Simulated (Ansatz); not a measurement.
# Nudged elastic band run: Al₁₆HO₂₄

The input (input.yaml):

```yaml
crystal:
  lattice:
    - [-11.792804, 0.0, 0.0]
    - [0.0, -5.814954, 0.0]
    - [-1.364442, 0.0, 5.446859]
  atoms:
    - { symbol: Al, position: [0.59225557, 0.24314453, 0.19684348] }
    - { symbol: Al, position: [0.40895793, 0.24977805, 0.79054325] }
    - { symbol: Al, position: [0.84373174, 0.25383513, 0.31795387] }
    - { symbol: Al, position: [0.16016227, 0.25107239, 0.67721711] }
    - { symbol: O, position: [0.66205784, 0.25346355, 0.88050236] }
    - { symbol: O, position: [0.33582812, 0.25070022, 0.10293602] }
    - { symbol: O, position: [0.99721608, 0.25135001, 0.73823769] }
    - { symbol: O, position: [0.00617666, 0.2502, 0.25193624] }
    - { symbol: O, position: [0.3270169, 0.25040034, 0.55999513] }
    - { symbol: O, position: [0.67480631, 0.25290898, 0.43078336] }
    - { symbol: Al, position: [0.0923857, -0.00015559, 0.19724714] }
    - { symbol: Al, position: [0.91405077, -0.00013189, 0.78444203] }
    - { symbol: Al, position: [0.34007537, -0.00014458, 0.31082771] }
    - { symbol: Al, position: [0.65800416, -0.00015893, 0.67736992] }
    - { symbol: O, position: [0.16340926, -0.0001397, 0.88472586] }
    - { symbol: O, position: [0.84513053, -0.00014563, 0.10270344], spin: 0.14 }
    - { symbol: O, position: [0.49552454, -0.00012335, 0.73812252] }
    - { symbol: O, position: [0.49920202, -0.00017736, 0.25457698] }
    - { symbol: O, position: [0.8286648, -0.0001455, 0.56094188] }
    - { symbol: O, position: [0.17282474, -0.0001395, 0.42990225] }
    - { symbol: Al, position: [0.59226547, 0.75651109, 0.19684167] }
    - { symbol: Al, position: [0.40896928, 0.74996737, 0.7905448] }
    - { symbol: Al, position: [0.84374219, 0.74586979, 0.31796506] }
    - { symbol: Al, position: [0.16016406, 0.74864287, 0.67722186] }
    - { symbol: O, position: [0.66203327, 0.74617698, 0.88047014] }
    - { symbol: O, position: [0.33582695, 0.7490164, 0.10293466] }
    - { symbol: O, position: [0.99721915, 0.74839109, 0.73822894] }
    - { symbol: O, position: [0.00618302, 0.74948736, 0.25194418] }
    - { symbol: O, position: [0.3270183, 0.74931832, 0.55999921] }
    - { symbol: O, position: [0.67481085, 0.74680107, 0.43080997] }
    - { symbol: Al, position: [0.09329439, 0.499844, 0.19917519] }
    - { symbol: Al, position: [0.91042615, 0.49987297, 0.79328218] }
    - { symbol: Al, position: [0.34437965, 0.49985413, 0.31010617] }
    - { symbol: Al, position: [0.65694761, 0.49982304, 0.67480464] }
    - { symbol: O, position: [0.16359068, 0.49985338, 0.88626585] }
    - { symbol: O, position: [0.83881548, 0.49987323, 0.10558088] }
    - { symbol: O, position: [0.49447076, 0.49986194, 0.73657799] }
    - { symbol: O, position: [0.50740705, 0.49984087, 0.24827979] }
    - { symbol: O, position: [0.82948694, 0.49984294, 0.56141864] }
    - { symbol: O, position: [0.1740584, 0.49984793, 0.43038013] }
    - { symbol: H, position: [0.70991356, -0.00023313, 1.12028762], spin: 0.33 }
magnetization:
  spin_polarized: true
basis:
  ecutwfc: 420.0
kpoints:
  mp_grid: { grid: [1, 3, 3] }
hamiltonian:
  xc: pbe
  pseudopotentials: { kind: paw, azcp: { folder: soft_1 } }
scf:
  occupations: { method: fermi_dirac, width: 0.05 }
  lower_state_search: "off"
neb:
  images: 3
  f_tol: 0.05
  initial_path: linear
  max_iterations: 71
  optimiser: lbfgs
  final_atoms:
    - { symbol: Al, position: [0.58951065, 0.25020235, 0.20721235] }
    - { symbol: Al, position: [0.40672161, 0.25027711, 0.80091964] }
    - { symbol: Al, position: [0.84275514, 0.25019193, 0.32535374] }
    - { symbol: Al, position: [0.15570889, 0.25023746, 0.69028253] }
    - { symbol: O, position: [0.66100002, 0.25029703, 0.89475887] }
    - { symbol: O, position: [0.3364168, 0.25024246, 0.11401802] }
    - { symbol: O, position: [0.99261449, 0.25023659, 0.75221461] }
    - { symbol: O, position: [0.00530244, 0.25020034, 0.26363877] }
    - { symbol: O, position: [0.32587016, 0.25025496, 0.56988973] }
    - { symbol: O, position: [0.67050795, 0.25023347, 0.43906331] }
    - { symbol: Al, position: [0.09093246, 0.00018442, 0.21007317] }
    - { symbol: Al, position: [0.90775936, -0.00632955, 0.80346557] }
    - { symbol: Al, position: [0.33981858, 0.0014704, 0.32297757] }
    - { symbol: Al, position: [0.65609384, 0.00420292, 0.68291086] }
    - { symbol: O, position: [0.1641565, 0.00108754, 0.89769566] }
    - { symbol: O, position: [0.83753089, 0.00354245, 0.1195912] }
    - { symbol: O, position: [0.4937252, 0.00059408, 0.74834238] }
    - { symbol: O, position: [0.50271525, 0.00171852, 0.26239049] }
    - { symbol: O, position: [0.82509531, 0.00315034, 0.56978278] }
    - { symbol: O, position: [0.17289348, 0.00082015, 0.44040852] }
    - { symbol: Al, position: [0.58593044, 0.75022284, 0.216255] }
    - { symbol: Al, position: [0.40751848, 0.75027558, 0.80289154] }
    - { symbol: Al, position: [0.84174804, 0.75023953, 0.32308181] }
    - { symbol: Al, position: [0.15995078, 0.75023325, 0.68973363] }
    - { symbol: O, position: [0.65453513, 0.75030943, 0.89779756] }
    - { symbol: O, position: [0.33655441, 0.75024468, 0.11560939] }
    - { symbol: O, position: [1.00070647, 0.75025423, 0.74600331] }
    - { symbol: O, position: [0.0042821, 0.75027158, 0.26244327] }
    - { symbol: O, position: [0.32703364, 0.75024048, 0.57039885] }
    - { symbol: O, position: [0.67127805, 0.75021457, 0.43965476] }
    - { symbol: Al, position: [0.09089006, 0.5002997, 0.21006959] }
    - { symbol: Al, position: [0.90779411, 0.50682188, 0.80338953] }
    - { symbol: Al, position: [0.33980561, 0.49901458, 0.32298768] }
    - { symbol: Al, position: [0.65610605, 0.49634413, 0.68290871] }
    - { symbol: O, position: [0.16413753, 0.49937392, 0.8977017] }
    - { symbol: O, position: [0.837667, 0.49687352, 0.11960822] }
    - { symbol: O, position: [0.49373547, 0.499961, 0.74834908] }
    - { symbol: O, position: [0.50270767, 0.49869886, 0.26240406] }
    - { symbol: O, position: [0.82512455, 0.49720019, 0.56970233] }
    - { symbol: O, position: [0.17286949, 0.49968251, 0.44038912] }
    - { symbol: H, position: [0.79013573, -0.24938047, 0.87853737] }
  order_check: true
```

Run as:

```bash
$ ansatz run input.yaml --threads 4 --pin off --max-ram 10240MiB --backend cpu --events-out ev --progress --plain --runs-dir out
```

Output, in part (warnings, iteration lines):

```
NEB end point (image 0): max|allowed force component| = 1.842e-2 eV/Å (the criterion of neb.relax_end_points is 1.000e-2)
NEB end point (image 4): max|allowed force component| = 2.801e-2 eV/Å (the criterion of neb.relax_end_points is 1.000e-2)
NEB iter   1: max|band force component| = 1.287e0 eV/Å  barrier→ = 0.9930 eV  barrier← = 0.9926 eV  Δτ_max = 0.0236 Å  (65 SCF iters)
NEB iter   2: max|band force component| = 1.253e0 eV/Å  barrier→ = 0.9085 eV  barrier← = 0.9081 eV  Δτ_max = 0.1410 Å  (22 SCF iters)
NEB iter   3: max|band force component| = 6.895e-1 eV/Å  barrier→ = 0.7027 eV  barrier← = 0.7023 eV  Δτ_max = 0.0288 Å  (24 SCF iters)
NEB iter   4: max|band force component| = 3.265e-1 eV/Å  barrier→ = 0.6479 eV  barrier← = 0.6475 eV  CI = image 2  Δτ_max = 0.0049 Å  (21 SCF iters)
NEB iter   5: max|band force component| = 2.048e-1 eV/Å  barrier→ = 0.6305 eV  barrier← = 0.6301 eV  CI = image 2  Δτ_max = 0.0083 Å  (18 SCF iters)
NEB iter   6: max|band force component| = 1.630e-1 eV/Å  barrier→ = 0.6213 eV  barrier← = 0.6209 eV  CI = image 2  Δτ_max = 0.0115 Å  (20 SCF iters)
NEB iter   7: max|band force component| = 1.246e-1 eV/Å  barrier→ = 0.6141 eV  barrier← = 0.6137 eV  CI = image 2  Δτ_max = 0.0258 Å  (20 SCF iters)
NEB iter   8: max|band force component| = 1.650e-1 eV/Å  barrier→ = 0.6039 eV  barrier← = 0.6035 eV  CI = image 2  Δτ_max = 0.0026 Å  (21 SCF iters)
NEB iter   9: max|band force component| = 5.628e-2 eV/Å  barrier→ = 0.6022 eV  barrier← = 0.6018 eV  CI = image 2  Δτ_max = 0.0018 Å  (16 SCF iters)
NEB iter  10: max|band force component| = 3.233e-2 eV/Å  barrier→ = 0.6014 eV  barrier← = 0.6010 eV  CI = image 2  Δτ_max = 0.0103 Å  (15 SCF iters)
NEB iter  11: max|band force component| = 3.974e-2 eV/Å  barrier→ = 0.5994 eV  barrier← = 0.5990 eV  CI = image 2  CI's point: of a kind that is not told: the force calls were inconclusive, a negative curvature could not be distinguished from the path's own, the only one lies far off the path, or fixed occupations may fill a level only in part  Δτ_max = 0.0000 Å  (261 SCF iters)
```

The forces met the threshold. The band force fell under the threshold earlier too, but the program's further tests of the path sent the band on. By the program's own check the climbing image is of a kind that is not told: the force calls were inconclusive, a negative curvature could not be distinguished from the path's own, the only one lies far off the path, or fixed occupations may fill a level only in part (lowest curvatures found: -2.54 and 1.98 eV/Å²). Limits of this set-up: coarse k mesh, a small cell, in which the defect meets its images.

Final band:

```
image  path coordinate (Å)  energy (eV)
    0                 0.00         0.00
    1                 0.55         0.29
    2                 1.11         0.60
    3                 1.68         0.29
    4                 2.23         0.00
```

Run time: 19 min on 4 threads of Arm Neoverse V2, with other jobs on the host, peak memory 2.7 GiB.
